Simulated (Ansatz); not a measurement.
Nudged elastic band run: Si$_{7}$O$_{16}$

Input:

```yaml
crystal:
  lattice:
    - [-4.1501, -4.1501, 0.0]
    - [4.1501, -4.1501, 0.0]
    - [0.0, 0.0, 5.315]
  atoms:
    - { symbol: Si, position: [0.49898911, 0.4988589, -0.00061177] }
    - { symbol: Si, position: [-0.00103248, 0.49873245, 0.24679549] }
    - { symbol: O, position: [0.19564529, 0.49873523, -0.00058733] }
    - { symbol: O, position: [-0.00082632, 0.2048065, 0.2645972] }
    - { symbol: O, position: [0.80235107, 0.49874123, -0.00058639] }
    - { symbol: O, position: [-0.00083923, 0.79276368, 0.26450192] }
    - { symbol: Si, position: [0.49901743, 0.49885526, 0.49938066] }
    - { symbol: Si, position: [-0.00104146, 0.49866101, 0.75198768] }
    - { symbol: O, position: [0.19767005, 0.49873114, 0.49937695] }
    - { symbol: O, position: [-0.00084576, 0.20470679, 0.73439169] }
    - { symbol: O, position: [0.80039409, 0.49871333, 0.49935619] }
    - { symbol: O, position: [-0.00085171, 0.7926525, 0.73428094] }
    - { symbol: Si, position: [0.49917633, -0.00123534, 0.24994867] }
    - { symbol: O, position: [0.68548901, -0.00116969, -0.00055553] }
    - { symbol: O, position: [0.49900395, 0.69292123, 0.25095706] }
    - { symbol: O, position: [0.31284023, -0.00112437, -0.00055707] }
    - { symbol: O, position: [0.49901227, 0.30469629, 0.25099308] }
    - { symbol: Si, position: [-0.0008321, -0.001226, 0.49946796] }
    - { symbol: Si, position: [0.49915663, -0.0012253, 0.74890677] }
    - { symbol: O, position: [0.69365051, -0.00118724, 0.49940753] }
    - { symbol: O, position: [0.49900411, 0.69293069, 0.74783269] }
    - { symbol: O, position: [0.30468839, -0.00117488, 0.4994107] }
    - { symbol: O, position: [0.49902718, 0.30471889, 0.74780641] }
basis:
  ecutwfc: 420.0
kpoints:
  mp_grid: { grid: [2, 2, 2] }
hamiltonian:
  xc: pbe
  pseudopotentials: { kind: paw, azcp: { folder: soft_1 } }
scf:
  occupations: { method: gaussian, width: 0.02 }
  lower_state_search: "off"
  max_iter: 80
neb:
  images: 3
  f_tol: 0.05
  max_iterations: 50
  order_check: false
  max_displacement: 1.0
  optimiser: fire
  final_atoms:
    - { symbol: Si, position: [0.5, 0.5, 0.0] }
    - { symbol: Si, position: [0.0, 0.5, 0.25254775] }
    - { symbol: O, position: [0.19862398, 0.5, 0.0] }
    - { symbol: O, position: [0.0, 0.20602281, 0.23488695] }
    - { symbol: O, position: [0.80137602, 0.5, 0.0] }
    - { symbol: O, position: [0.0, 0.79397719, 0.23488695] }
    - { symbol: Si, position: [0.5, 0.5, 0.5] }
    - { symbol: Si, position: [0.0, 0.5, 0.74745225] }
    - { symbol: O, position: [0.1966219, 0.5, 0.5] }
    - { symbol: O, position: [0.0, 0.20602281, 0.76511305] }
    - { symbol: O, position: [0.8033781, 0.5, 0.5] }
    - { symbol: O, position: [0.0, 0.79397719, 0.76511305] }
    - { symbol: Si, position: [0.5, 0.0, 0.24948249] }
    - { symbol: O, position: [0.69449275, 0.0, 0.0] }
    - { symbol: O, position: [0.5, 0.69408473, 0.24843832] }
    - { symbol: O, position: [0.30550725, 0.0, 0.0] }
    - { symbol: O, position: [0.5, 0.30591527, 0.24843832] }
    - { symbol: Si, position: [0.0, 0.0, 0.0] }
    - { symbol: Si, position: [0.5, 0.0, 0.75051751] }
    - { symbol: O, position: [0.68611482, 0.0, 0.5] }
    - { symbol: O, position: [0.5, 0.69408473, 0.75156168] }
    - { symbol: O, position: [0.31388518, 0.0, 0.5] }
    - { symbol: O, position: [0.5, 0.30591527, 0.75156168] }
```

Run as:

```bash
$ ansatz run input.yaml --threads 1 --pin off --max-ram 3072MiB --backend cpu --events-out ev --progress --plain --runs-dir out
```

Output, in part (warnings, iteration lines):

```
NEB end point (image 0): max|allowed force component| = 2.209e-2 eV/Å (the criterion of neb.relax_end_points is 1.000e-2)
NEB end point (image 4): max|allowed force component| = 1.004e-2 eV/Å (the criterion of neb.relax_end_points is 1.000e-2)
NEB iter   1: max|band force component| = 2.980e1 eV/Å  barrier→ = 15.2234 eV  barrier← = 15.2235 eV  Δτ_max = 0.6069 Å  (53 SCF iters)
NEB iter   2: max|band force component| = 5.866e1 eV/Å  barrier→ = 33.2656 eV  barrier← = 33.2656 eV  Δτ_max = 0.2985 Å  (35 SCF iters)
NEB iter   3: max|band force component| = 9.063e0 eV/Å  barrier→ = 8.0556 eV  barrier← = 8.0556 eV  Δτ_max = 0.3387 Å  (28 SCF iters)
NEB iter   4: max|band force component| = 3.661e1 eV/Å  barrier→ = 18.1301 eV  barrier← = 18.1301 eV  Δτ_max = 0.0466 Å  (29 SCF iters)
NEB iter   5: max|band force component| = 2.722e1 eV/Å  barrier→ = 13.9365 eV  barrier← = 13.9366 eV  Δτ_max = 0.0812 Å  (21 SCF iters)
NEB iter   6: max|band force component| = 1.444e1 eV/Å  barrier→ = 9.2156 eV  barrier← = 9.2156 eV  Δτ_max = 0.0995 Å  (23 SCF iters)
NEB iter   7: max|band force component| = 2.588e0 eV/Å  barrier→ = 6.8843 eV  barrier← = 6.8843 eV  Δτ_max = 0.1016 Å  (26 SCF iters)
NEB iter   8: max|band force component| = 7.802e0 eV/Å  barrier→ = 7.6366 eV  barrier← = 7.6367 eV  Δτ_max = 0.0025 Å  (25 SCF iters)
NEB iter   9: max|band force component| = 7.545e0 eV/Å  barrier→ = 7.5807 eV  barrier← = 7.5808 eV  Δτ_max = 0.0049 Å  (19 SCF iters)
NEB iter  10: max|band force component| = 7.041e0 eV/Å  barrier→ = 7.4761 eV  barrier← = 7.4761 eV  Δτ_max = 0.0071 Å  (20 SCF iters)
NEB iter  11: max|band force component| = 6.308e0 eV/Å  barrier→ = 7.3360 eV  barrier← = 7.3361 eV  Δτ_max = 0.0091 Å  (20 SCF iters)
NEB iter  12: max|band force component| = 5.372e0 eV/Å  barrier→ = 7.1784 eV  barrier← = 7.1785 eV  Δτ_max = 0.0108 Å  (20 SCF iters)
NEB iter  13: max|band force component| = 4.262e0 eV/Å  barrier→ = 7.0231 eV  barrier← = 7.0232 eV  Δτ_max = 0.0122 Å  (21 SCF iters)
NEB iter  14: max|band force component| = 3.013e0 eV/Å  barrier→ = 6.8897 eV  barrier← = 6.8898 eV  Δτ_max = 0.0145 Å  (21 SCF iters)
NEB iter  15: max|band force component| = 1.515e0 eV/Å  barrier→ = 6.7879 eV  barrier← = 6.7879 eV  Δτ_max = 0.0164 Å  (22 SCF iters)
NEB iter  16: max|band force component| = 3.752e-1 eV/Å  barrier→ = 6.7479 eV  barrier← = 6.7479 eV  CI = image 2  Δτ_max = 0.0002 Å  (22 SCF iters)
NEB iter  17: max|band force component| = 3.733e-1 eV/Å  barrier→ = 6.7472 eV  barrier← = 6.7473 eV  CI = image 2  Δτ_max = 0.0004 Å  (18 SCF iters)
NEB iter  18: max|band force component| = 3.694e-1 eV/Å  barrier→ = 6.7460 eV  barrier← = 6.7460 eV  CI = image 2  Δτ_max = 0.0006 Å  (18 SCF iters)
NEB iter  19: max|band force component| = 3.635e-1 eV/Å  barrier→ = 6.7442 eV  barrier← = 6.7442 eV  CI = image 2  Δτ_max = 0.0008 Å  (18 SCF iters)
NEB iter  20: max|band force component| = 3.556e-1 eV/Å  barrier→ = 6.7418 eV  barrier← = 6.7419 eV  CI = image 2  Δτ_max = 0.0010 Å  (18 SCF iters)
NEB iter  21: max|band force component| = 3.455e-1 eV/Å  barrier→ = 6.7391 eV  barrier← = 6.7392 eV  CI = image 2  Δτ_max = 0.0012 Å  (19 SCF iters)
NEB iter  22: max|band force component| = 3.334e-1 eV/Å  barrier→ = 6.7360 eV  barrier← = 6.7361 eV  CI = image 2  Δτ_max = 0.0015 Å  (19 SCF iters)
NEB iter  23: max|band force component| = 3.173e-1 eV/Å  barrier→ = 6.7323 eV  barrier← = 6.7324 eV  CI = image 2  Δτ_max = 0.0019 Å  (20 SCF iters)
NEB iter  24: max|band force component| = 2.962e-1 eV/Å  barrier→ = 6.7280 eV  barrier← = 6.7281 eV  CI = image 2  Δτ_max = 0.0024 Å  (19 SCF iters)
NEB iter  25: max|band force component| = 2.691e-1 eV/Å  barrier→ = 6.7232 eV  barrier← = 6.7233 eV  CI = image 2  Δτ_max = 0.0029 Å  (20 SCF iters)
NEB iter  26: max|band force component| = 2.346e-1 eV/Å  barrier→ = 6.7181 eV  barrier← = 6.7182 eV  CI = image 2  Δτ_max = 0.0034 Å  (20 SCF iters)
NEB iter  27: max|band force component| = 1.915e-1 eV/Å  barrier→ = 6.7132 eV  barrier← = 6.7133 eV  CI = image 2  Δτ_max = 0.0040 Å  (20 SCF iters)
NEB iter  28: max|band force component| = 1.587e-1 eV/Å  barrier→ = 6.7090 eV  barrier← = 6.7090 eV  CI = image 2  Δτ_max = 0.0046 Å  (20 SCF iters)
NEB iter  29: max|band force component| = 1.235e-1 eV/Å  barrier→ = 6.7062 eV  barrier← = 6.7062 eV  CI = image 2  Δτ_max = 0.0050 Å  (20 SCF iters)
NEB iter  30: max|band force component| = 7.319e-2 eV/Å  barrier→ = 6.7056 eV  barrier← = 6.7057 eV  CI = image 2  Δτ_max = 0.0000 Å  (20 SCF iters)
NEB iter  31: max|band force component| = 7.315e-2 eV/Å  barrier→ = 6.7056 eV  barrier← = 6.7057 eV  CI = image 2  Δτ_max = 0.0001 Å  (18 SCF iters)
NEB iter  32: max|band force component| = 7.309e-2 eV/Å  barrier→ = 6.7056 eV  barrier← = 6.7056 eV  CI = image 2  Δτ_max = 0.0001 Å  (18 SCF iters)
NEB iter  33: max|band force component| = 7.298e-2 eV/Å  barrier→ = 6.7056 eV  barrier← = 6.7056 eV  CI = image 2  Δτ_max = 0.0001 Å  (18 SCF iters)
NEB iter  34: max|band force component| = 7.275e-2 eV/Å  barrier→ = 6.7055 eV  barrier← = 6.7056 eV  CI = image 2  Δτ_max = 0.0001 Å  (18 SCF iters)
NEB iter  35: max|band force component| = 7.235e-2 eV/Å  barrier→ = 6.7055 eV  barrier← = 6.7055 eV  CI = image 2  Δτ_max = 0.0002 Å  (18 SCF iters)
NEB iter  36: max|band force component| = 7.170e-2 eV/Å  barrier→ = 6.7054 eV  barrier← = 6.7055 eV  CI = image 2  Δτ_max = 0.0002 Å  (18 SCF iters)
NEB iter  37: max|band force component| = 7.059e-2 eV/Å  barrier→ = 6.7054 eV  barrier← = 6.7055 eV  CI = image 2  Δτ_max = 0.0003 Å  (18 SCF iters)
NEB iter  38: max|band force component| = 6.874e-2 eV/Å  barrier→ = 6.7054 eV  barrier← = 6.7054 eV  CI = image 2  Δτ_max = 0.0004 Å  (18 SCF iters)
NEB iter  39: max|band force component| = 6.581e-2 eV/Å  barrier→ = 6.7053 eV  barrier← = 6.7054 eV  CI = image 2  Δτ_max = 0.0005 Å  (18 SCF iters)
NEB iter  40: max|band force component| = 6.138e-2 eV/Å  barrier→ = 6.7053 eV  barrier← = 6.7054 eV  CI = image 2  Δτ_max = 0.0006 Å  (18 SCF iters)
NEB iter  41: max|band force component| = 5.498e-2 eV/Å  barrier→ = 6.7053 eV  barrier← = 6.7053 eV  CI = image 2  Δτ_max = 0.0007 Å  (18 SCF iters)
NEB iter  42: max|band force component| = 4.631e-2 eV/Å  barrier→ = 6.7053 eV  barrier← = 6.7053 eV  CI = image 2  Δτ_max = 0.0000 Å  (18 SCF iters)
```

The run converged. Neighbouring images differ by up to 3.9 eV, so the band resolves the path poorly. The order of the stationary point at the top wasn't checked. Another band between the same ends, with other settings, climbed to 3.894 eV only, so this may not be the lowest route. Limits of this set-up: coarse k mesh, no spin, though dangling bonds at a vacancy may carry it, a small cell, in which the defect meets its images.

Final band (atoms are numbered from 1 in the order of the input):

```tsv
image	path coordinate (Å)	energy (eV)	Si18–O20 (Å)	Si18–O22 (Å)	O14–Si18 (Å)
0	0.00	0.00	1.79	1.79	3.23
1	0.71	2.80	1.85	1.85	2.69
2	1.41	6.71	2.17	2.17	2.17
3	2.10	2.80	2.69	2.69	1.85
4	2.81	0.00	3.23	3.23	1.79
```

Time of the run: 11 min on 1 thread of Arm Neoverse V2 (shared host), peak memory 0.61 GiB.
